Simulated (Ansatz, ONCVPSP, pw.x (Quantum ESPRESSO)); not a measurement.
# What a changed setting does to a pw.x run (fcc Cr)

Potential: optimised norm-conserving Vanderbilt (ONCV), ONCVPSP 4.0.1.1 (patched build), PBE; core [Ne], reference 3s2 3p6 3d5 4s0.75; waves: 3s+4s: rc 1.25 bohr, ncon 4, nbas 8, qcut 8 1/bohr, 2 projectors; 3p: rc 1.15 bohr, ncon 4, nbas 8, qcut 10.7 1/bohr, 2 projectors, debl 2.6 Ha; 3d: rc 1.24 bohr, ncon 3, nbas 7, qcut 11.1 1/bohr, 2 projectors, debl 3.9 Ha; local part: polynomial inside 1.00 bohr (lpopt 3, dvloc0 4 Ha); core correction: Teter function, fcfact 3.5, rcfact 1.1.

The reference run (k-mesh 15³, cutoffs 130/520 Ry, Fermi–Dirac 0.01 Ry, mixing_beta 0.4, conv_thr 1e-9, no spin) gives -1.51 GPa at 11.947 Å³/atom, where all-electron LAPW gives -0.53 GPa. This run, with its own iteration cap, changes startingwfc to random.

```
&control
  calculation='scf', prefix='x', pseudo_dir='./', outdir='./tmp', tstress=.true., disk_io='none'
/
&system
  ibrav=0, nat=1, ntyp=1, ecutwfc=130, ecutrho=520, nbnd=15,
  occupations='smearing', smearing='fd', degauss=0.01
/
&electrons
  conv_thr=1e-09, mixing_beta=0.4, electron_maxstep=60, startingwfc='random'
/
ATOMIC_SPECIES
Cr 1.0 Cr.UPF
CELL_PARAMETERS angstrom
  0.00000000 1.81444144 1.81444144
  1.81444144 0.00000000 1.81444144
  1.81444144 1.81444144 0.00000000
ATOMIC_POSITIONS crystal
Cr 0.0000 0.0000 0.0000
K_POINTS automatic
15 15 15 0 0 0
```

```bash
pw.x < Cr.scf.in > Cr.scf.out
```

Task: How does the run end?

Result: It converges in 9 iterations; the free energy moves by +0.0 meV/atom and the pressure by -0.01 GPa. The result is that of the reference run.

```
Message from routine setup:
     using ibrav=0 with symmetry is DISCOURAGED, use correct ibrav instead
     lattice parameter (alat)  =       4.8491  a.u.
     unit-cell volume          =      80.6224 (a.u.)^3
     number of electrons       =        14.00
     number of Kohn-Sham states=           15
     kinetic-energy cutoff     =     130.0000  Ry
     charge density cutoff     =     520.0000  Ry
     scf convergence threshold =      1.0E-09
     Exchange-correlation= PBE
     number of k points=   120  Fermi-Dirac smearing, width (Ry)=  0.0100
     iteration #  1     ecut=   130.00 Ry     beta= 0.40
     total energy              =    -175.49069855 Ry
     estimated scf accuracy    <       1.01062343 Ry
     iteration #  2     ecut=   130.00 Ry     beta= 0.40
     total energy              =    -175.71944266 Ry
     estimated scf accuracy    <       0.02857301 Ry
     iteration #  3     ecut=   130.00 Ry     beta= 0.40
     total energy              =    -175.72479932 Ry
     estimated scf accuracy    <       0.00357209 Ry
     iteration #  4     ecut=   130.00 Ry     beta= 0.40
     total energy              =    -175.72495678 Ry
     estimated scf accuracy    <       0.00045562 Ry
     iteration #  5     ecut=   130.00 Ry     beta= 0.40
     total energy              =    -175.72497221 Ry
     estimated scf accuracy    <       0.00001978 Ry
     iteration #  6     ecut=   130.00 Ry     beta= 0.40
     total energy              =    -175.72497180 Ry
     estimated scf accuracy    <       0.00000730 Ry
     iteration #  7     ecut=   130.00 Ry     beta= 0.40
     total energy              =    -175.72497303 Ry
     estimated scf accuracy    <       0.00000003 Ry
     iteration #  8     ecut=   130.00 Ry     beta= 0.40
     total energy              =    -175.72497304 Ry
     estimated scf accuracy    <       0.00000002 Ry
     iteration #  9     ecut=   130.00 Ry     beta= 0.40
     the Fermi energy is    18.5428 ev
!    total energy              =    -175.72497304 Ry
     estimated scf accuracy    <          8.8E-10 Ry
     smearing contrib. (-TS)   =      -0.00776472 Ry
     The total energy is F=E-TS. E is the sum of the following terms:
     one-electron contribution =     -59.48756932 Ry
     hartree contribution      =      37.36278899 Ry
     xc contribution           =     -22.55042343 Ry
     ewald contribution        =    -131.04200454 Ry
     convergence has been achieved in   9 iterations
          total   stress  (Ry/bohr**3)                   (kbar)     P=      -15.23
     Message from routine punch:
     Nothing written, as per user request (disk_io='none')
```

The run took about 94 s on one core of a shared host (Neoverse-N1, 64 threads, 124 GiB, load 58).
